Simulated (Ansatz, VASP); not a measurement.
# Ga8As3P5 (random alloy of the zinc-blende GaP-GaAs line, x = 0.375) in two plane-wave programs, part 2 of 2

Aim: how closely do two programs agree when they are given the same cell, functional and k mesh? Of the first pair: The structure shown is the start of the Ansatz relaxation below; VASP solves that cell, so the two are compared at the walk's first step.

VASP 6.6.1 and Ansatz 0.2.0.

So far: The starting structure; Ansatz: relaxation, PBE.

**3. VASP: single point, PBE, start cell, pair 1**

Level of this step: PBE; plane waves and PAW (Ga_d, P, As) (VASP).

The same cell, functional and mesh now go to VASP, with its own data sets.

Lines of VASP's logs that name or quote its potential files are left out, and so is its time.

Contents of INCAR:

```
SYSTEM = Ga8As3P5
PREC = Accurate
ENCUT = 400
EDIFF = 1E-06
NELM = 120
ISMEAR = 0
SIGMA = 0.01
LREAL = Auto
ALGO = Normal
GGA = PE
NBANDS = 336
LORBIT = 11
LWAVE = .FALSE.
LCHARG = .FALSE.
ISIF = 2
LASPH = .TRUE.
GGA_COMPAT = .FALSE.
EFERMI = MIDGAP
NCORE = 2
```

Contents of POSCAR:

```
Ga8As3P5
1.0
   11.2000000000      0.0000000000      0.0000000000
    0.0000000000     11.2000000000      0.0000000000
    0.0000000000      0.0000000000     11.2000000000
Ga P As
32 20 12
Direct
    0.0029017857      0.9989107143      0.9990625000
    0.0031160714      0.2486428571      0.2505714286
    0.2494196429      0.9993125000      0.2520178571
    0.2500803571      0.2510357143      0.9980267857
    0.0016071429      0.9987767857      0.4997767857
    0.9987589286      0.2492857143      0.7487678571
    0.2480000000      0.0004196429      0.7529642857
    0.2486696429      0.2530178571      0.5000892857
    0.0002142857      0.5010982143      0.0005357143
    0.9996339286      0.7510535714      0.2515000000
    0.2486517857      0.5022410714      0.2509196429
    0.2520178571      0.7527142857      0.0039017857
    0.0002857143      0.5015625000      0.5005625000
    0.0004107143      0.7513571429      0.7495982143
    0.2503482143      0.5002142857      0.7488035714
    0.2521428571      0.7503303571      0.4993303571
    0.4993928571      0.0000803571      0.9988928571
    0.5007232143      0.2510625000      0.2480357143
    0.7495178571      0.0000625000      0.2475535714
    0.7506339286      0.2476607143      0.9999285714
    0.4999642857      0.9986160714      0.5022678571
    0.5029107143      0.2505982143      0.7478571429
    0.7478035714      0.0009821429      0.7514196429
    0.7514285714      0.2500803571      0.4996696429
    0.5009464286      0.5002500000      0.0001428571
    0.4994464286      0.7456517857      0.2518571429
    0.7497589286      0.4997857143      0.2500267857
    0.7504375000      0.7494732143      0.0008839286
    0.5039107143      0.4966071429      0.4988392857
    0.5000803571      0.7495982143      0.7523839286
    0.7477321429      0.5005625000      0.7509017857
    0.7510000000      0.7504285714      0.5005000000
    0.1230803571      0.1265535714      0.1208928571
    0.3770357143      0.3766071429      0.1259017857
    0.1233303571      0.1245178571      0.6259464286
    0.1234910714      0.3738035714      0.8749821429
    0.3738571429      0.3753392857      0.6287500000
    0.1266607143      0.8755089286      0.3765803571
    0.1213928571      0.6244464286      0.6264821429
    0.1246428571      0.8753303571      0.8757321429
    0.3738571429      0.8757589286      0.6251428571
    0.6262500000      0.1241964286      0.1271875000
    0.6253035714      0.3763214286      0.3733035714
    0.8721071429      0.3770000000      0.1257321429
    0.6265357143      0.3746785714      0.8739196429
    0.6260982143      0.6254196429      0.1262232143
    0.6289107143      0.8757857143      0.3748214286
    0.8730000000      0.6240803571      0.3732232143
    0.8746875000      0.8767589286      0.1253839286
    0.6266071429      0.6295089286      0.6245625000
    0.8773125000      0.6248035714      0.8739017857
    0.8748660714      0.8770714286      0.6256607143
    0.1245535714      0.3776071429      0.3713214286
    0.3730357143      0.1246875000      0.3734285714
    0.3763303571      0.1246607143      0.8734107143
    0.1243660714      0.6229642857      0.1243839286
    0.3744732143      0.6258660714      0.3748660714
    0.3725089286      0.8724196429      0.1240982143
    0.3756696429      0.6252232143      0.8770178571
    0.8755625000      0.1265089286      0.3734732143
    0.6285089286      0.1216785714      0.6272142857
    0.8738928571      0.1259285714      0.8729642857
    0.8748214286      0.3765535714      0.6263392857
    0.6244910714      0.8762142857      0.8744285714
```

Contents of KPOINTS:

```
Automatic mesh
0
Gamma
1 1 1
0 0 0
```

Potentials, in the order of the species: Ga_d, P and As (PBE family, release 64).

Command:

```bash
> mpirun -np 8 vasp_gam
```

Numbers of over 12 decimals in the logs are rounded to 6 here.

The log of the run:

```text
[banner, memory and clock lines left out]
running    8 mpi-ranks, on    1 nodes
[...]
LDA part: xc-table for (Slater+PW92), standard interpolation
 POSCAR, INCAR and KPOINTS ok, starting setup
[...]
entering main loop
       N       E                     dE             d eps       ncg     rms          rms(c)
DAV:   1     0.927866974627E+04    0.92787E+04   -0.20114E+05   704   0.249E+03
DAV:   2     0.222456443035E+04   -0.70541E+04   -0.68195E+04   672   0.705E+02
DAV:   3     0.354092177108E+02   -0.21892E+04   -0.20569E+04   848   0.246E+02
DAV:   4    -0.265929414299E+03   -0.30134E+03   -0.29197E+03   848   0.878E+01
[...]
DAV:  16    -0.275031138154E+03   -0.58359E-05   -0.11072E-04  1040   0.559E-02    0.606E-03
DAV:  17    -0.275031140564E+03   -0.24099E-05   -0.29591E-05   800   0.242E-02    0.542E-03
DAV:  18    -0.275031141086E+03   -0.52250E-06   -0.39406E-06   600   0.127E-02
   1 F= -.27503114E+03 E0= -.27503114E+03  d E =0.000000E+00
```

Parts of OUTCAR (step 3):

```text
  Total        0.9364811      1.1197815      0.8545784      1.2693306      0.9656668     -0.3765059
  in kB        1.0679613      1.2769968      0.9745597      1.4475423      1.1012447     -0.4293666
  external PRESSURE =       1.1065059 kB  Pullay stress =       0.0000000 kB

 POSITION                                       TOTAL-FORCE (eV/Angst)
 -----------------------------------------------------------------------------------
      0.03250     11.18780     11.18950        -0.134189     -0.135864      0.261210
      0.03490      2.78480      2.80640        -0.380801      0.162399     -1.055581
      2.79350     11.19230      2.82260        -0.848651      0.058181     -0.448827
      2.80090      2.81160     11.17790        -0.206956      0.369310      0.416936
      0.01800     11.18630      5.59750         0.120098     -0.149170      0.354240
     11.18610      2.79200      8.38620         0.783669      0.083092      0.052977
      2.77760      0.00470      8.43320        -0.294257     -0.358467     -0.631149
      2.78510      2.83380      5.60100         0.009255     -0.192449      0.680841
      0.00240      5.61230      0.00600        -0.580842     -0.625259     -0.498866
     11.19590      8.41180      2.81680        -0.351780      0.258191      0.230687
      2.78490      5.62510      2.81030         0.662052     -0.428325     -0.576875
      2.82260      8.43040      0.04370        -0.880942     -0.224973     -0.899723
      0.00320      5.61750      5.60630        -0.220653      0.604740     -0.160784
      0.00460      8.41520      8.39550        -0.168889      0.041570      0.048918
[...]
-----------------------------------------------------------------------------------
    total drift:                                0.008897      0.010594      0.007125

  FREE ENERGIE OF THE ION-ELECTRON SYSTEM (eV)
  ---------------------------------------------------
  free  energy   TOTEN  =      -275.0311410864 eV

  energy  without entropy=     -275.0311410864  energy(sigma->0) =     -275.03114109

[... 2 further parts left out ...]
```

The run ends at a pressure of 0.11 GPa, with forces up to 1.3 eV/Å.

**4. Comparison**

Known differences besides the potentials themselves: fixed occupations in Ansatz, narrow Gaussian smearing in VASP; the data sets hold 696 valence electrons in Ansatz (on its default PAW (the set named soft_2) files) and 576 in VASP; the cutoff is 420 eV in Ansatz and 400 eV in VASP (PREC = Accurate, projectors in real space). Total energies have different zeros and are not compared.

Forces on 9 of the 64 atoms, those with the largest forces and the largest differences (eV/Å; atoms numbered as in POSCAR):

```
atom          Ansatz x, y, z            VASP x, y, z
 Ga2   -0.382, 0.166, -1.038   -0.381, 0.162, -1.056
 Ga9  -0.570, -0.618, -0.489  -0.581, -0.625, -0.499
Ga11   0.654, -0.420, -0.569   0.662, -0.428, -0.577
Ga12  -0.870, -0.228, -0.888  -0.881, -0.225, -0.900
Ga13   -0.222, 0.586, -0.162   -0.221, 0.605, -0.161
Ga22    -0.111, 0.576, 0.167    -0.112, 0.595, 0.167
Ga23   0.809, -0.631, -0.233   0.820, -0.641, -0.240
Ga26    0.930, 0.568, -0.219    0.949, 0.570, -0.222
As58     0.665, 0.578, 0.606     0.663, 0.576, 0.612
```

The forces differ by 6.5 meV/Å r.m.s., which is 1.8 % of the r.m.s. force of 0.358 eV/Å (both taken over all components).

**5. Ansatz: relaxation, PBE**

This run makes the geometry at which the two programs are then compared.

The structure compared here is the end of the Ansatz relaxation.

This is the run of step 2 again, met here at its other cell.

**6. VASP: single point, PBE, relaxed cell, pair 2**

The same cell, functional and mesh now go to VASP, with its own data sets.

Changes to INCAR since step 3:

```diff
@@ -2,3 +2,3 @@
 PREC = Accurate
-ENCUT = 400
+ENCUT = 500
 EDIFF = 1E-06
```

Contents of POSCAR:

```
Ga8As3P5
1.0
   11.2003430000     -0.0008460000      0.0004830000
   -0.0008460000     11.2002270000      0.0003680000
    0.0004830000      0.0003680000     11.2000760000
Ga P As
32 20 12
Direct
    0.0024800000      0.9966900000      0.0030200000
    0.9989400000      0.2501700000      0.2433700000
    0.2429900000      0.0009400000      0.2512900000
    0.2471700000      0.2532300000      0.0028200000
    0.0023700000      0.9976400000      0.5034000000
    0.0062000000      0.2495900000      0.7504200000
    0.2478200000      0.9969200000      0.7478600000
    0.2509000000      0.2495600000      0.5066100000
    0.9958900000      0.4971200000      0.9958400000
    0.9960700000      0.7530600000      0.2543200000
    0.2544900000      0.4977900000      0.2468300000
    0.2470200000      0.7530800000      0.9957100000
    0.9995100000      0.5083500000      0.4993200000
    0.9991700000      0.7492000000      0.7508300000
    0.2465000000      0.4978400000      0.7470900000
    0.2466600000      0.7524000000      0.5023800000
    0.5034600000      0.0047700000      0.0025900000
    0.5029800000      0.2531200000      0.2478400000
    0.7474200000      0.9970400000      0.2471000000
    0.7475000000      0.2533700000      0.0024700000
    0.4994400000      0.9931700000      0.4987200000
    0.4999600000      0.2569900000      0.7513600000
    0.7549800000      0.9970700000      0.7467100000
    0.7477600000      0.2536300000      0.4955500000
    0.5031400000      0.4985300000      0.0032800000
    0.5070700000      0.7489200000      0.2502700000
    0.7515900000      0.5008500000      0.2508400000
    0.7546300000      0.7459100000      0.0033600000
    0.5033500000      0.4974400000      0.5030800000
    0.4995700000      0.7493900000      0.7434200000
    0.7470900000      0.5046600000      0.7541900000
    0.7507600000      0.7495200000      0.4999700000
    0.1239200000      0.1252200000      0.1239800000
    0.3771800000      0.3743700000      0.1239800000
    0.1260900000      0.1232100000      0.6262100000
    0.1249500000      0.3753700000      0.8750600000
    0.3751400000      0.3764700000      0.6261600000
    0.1228600000      0.8751300000      0.3770800000
    0.1239700000      0.6271000000      0.6260100000
    0.1228700000      0.8751300000      0.8731100000
    0.3731300000      0.8739300000      0.6239200000
    0.6264600000      0.1273100000      0.1261900000
    0.6252900000      0.3775000000      0.3731200000
    0.8732900000      0.3763800000      0.1240100000
    0.6253000000      0.3775800000      0.8770600000
    0.6284500000      0.6233100000      0.1260500000
    0.6273100000      0.8730900000      0.3750100000
    0.8732600000      0.6271500000      0.3751300000
    0.8751400000      0.8740700000      0.1260800000
    0.6262500000      0.6251800000      0.6241800000
    0.8751600000      0.6251800000      0.8751100000
    0.8770900000      0.8720500000      0.6241200000
    0.1249400000      0.3752900000      0.3751800000
    0.3751200000      0.1252900000      0.3749900000
    0.3733900000      0.1269800000      0.8749900000
    0.1221200000      0.6252100000      0.1242500000
    0.3769700000      0.6253000000      0.3768800000
    0.3751300000      0.8760400000      0.1262200000
    0.3751100000      0.6234700000      0.8733600000
    0.8753100000      0.1233700000      0.3733100000
    0.6241900000      0.1251900000      0.6240600000
    0.8767000000      0.1252800000      0.8769100000
    0.8751600000      0.3781200000      0.6260700000
    0.6270700000      0.8730700000      0.8751500000
```

KPOINTS is that of step 3.

Command:

```bash
> mpirun -np 8 vasp_gam
```

The log of the run:

```text
[... set-up lines as in an earlier step ...]
 entering main loop
       N       E                     dE             d eps       ncg     rms          rms(c)
DAV:   1     0.102700655768E+05    0.10270E+05   -0.22600E+05   712   0.284E+03
DAV:   2     0.251019526957E+04   -0.77599E+04   -0.74971E+04   672   0.813E+02
DAV:   3     0.788648006760E+02   -0.24313E+04   -0.22911E+04   840   0.274E+02
DAV:   4    -0.260102324208E+03   -0.33897E+03   -0.32612E+03   832   0.963E+01
[...]
DAV:  19    -0.276104358518E+03   -0.10503E-05   -0.15530E-05   776   0.562E-02    0.526E-03
DAV:  20    -0.276104359626E+03   -0.11076E-05   -0.19376E-05   688   0.243E-02    0.318E-03
DAV:  21    -0.276104359498E+03    0.12814E-06   -0.32699E-06   512   0.827E-03
   1 F= -.27610436E+03 E0= -.27610436E+03  d E =0.000000E+00
```

From OUTCAR (step 6):

```text
  Total        0.4651274      0.4818138      0.4595201     -0.0017720      0.0141818      0.0026966
  in kB        0.5303999      0.5494278      0.5240057     -0.0020206      0.0161720      0.0030750
  external PRESSURE =       0.5346111 kB  Pullay stress =       0.0000000 kB

 POSITION                                       TOTAL-FORCE (eV/Angst)
 -----------------------------------------------------------------------------------
      0.02694     11.16315      0.03419         0.007253     -0.007027      0.006051
     11.18838      2.80121      2.72634        -0.001583      0.000916     -0.017298
      2.72169      0.01042      2.81458        -0.014920      0.001299     -0.000636
      2.76818      2.83603      0.03180        -0.008022      0.006553      0.007733
      0.02594     11.17398      5.63849         0.007581     -0.006885      0.007395
      0.06959      2.79574      8.40486         0.015779     -0.000378      0.000616
      2.77519     11.16580      8.37658        -0.008767     -0.006651     -0.008401
      2.81020      2.79510      5.67428         0.002567     -0.000498      0.016810
     11.15437      5.56738     11.15415        -0.008973     -0.007261     -0.009287
     11.15581      8.43369      2.84916        -0.009609      0.007576      0.008720
      2.85007      5.57524      2.76482         0.009024     -0.008378     -0.009110
      2.76655      8.43482     11.15242        -0.007979      0.008465     -0.010725
     11.19467      5.69297      5.59309        -0.000391      0.016108     -0.001698
     11.19078      8.39064      8.41011        -0.000365     -0.000997      0.000169
[...]
-----------------------------------------------------------------------------------
    total drift:                               -0.005527     -0.016756      0.009948

  FREE ENERGIE OF THE ION-ELECTRON SYSTEM (eV)
  ---------------------------------------------------
  free  energy   TOTEN  =      -276.1043594976 eV

  energy  without entropy=     -276.1043594976  energy(sigma->0) =     -276.10435950

[... 1 part as in an earlier step ...]

[... 1 further part left out ...]
```

The run ends at a pressure of 0.05 GPa, with forces up to 0.017 eV/Å.

**7. Comparison**

What differs besides the data sets and the points named for the pairs above, as far as they apply: the data sets hold 696 valence electrons in Ansatz (on its default PAW (the set named soft_2) files) and 576 in VASP; the cutoff is 420 eV in Ansatz and 500 eV in VASP (PREC = Accurate, projectors in real space). Total energies have different zeros and are not compared.

The two programs side by side:

```
              quantity  Ansatz   VASP  difference
        pressure (GPa)    0.00   0.05       -0.06
gap on the k mesh (eV)   0.957  0.955      +0.002
```

The largest component of a force difference here is 17 meV/Å. A gap on the mesh is an upper bound, since the band edges may lie between its points.

**8. Results**

| Quantity | Value |
| --- | --- |
| r.m.s. force difference (single point, PBE, start cell, pair 1) | 1.8 % of the r.m.s. force |
| difference in gap on the k mesh (single point, PBE, relaxed cell, pair 2) | 0.0016 eV |

The r.m.s. force difference is 1.8 % of the r.m.s. force (single point, PBE, start cell, pair 1), within the 3 % picked in this series as the mark of a large difference. The data sets hold unlike numbers of valence electrons (696 in Ansatz and 576 in VASP), so part of the differences may come from the potentials. How closely two codes agree says nothing of how well the functional describes the real material.

[Lines on the potential files, build, host, timing and source positions are cut from VASP's logs without a mark.]

[Logs are printed without paths, hosts, clocks, repeated set-up lines and the standing remarks that a program may print on its own settings, such as how far it seeks lower states.]

[Hosts, paths, dates, database ids (printed as entryN), source tags and the programs' standing remarks are cut or masked in the printed files.]
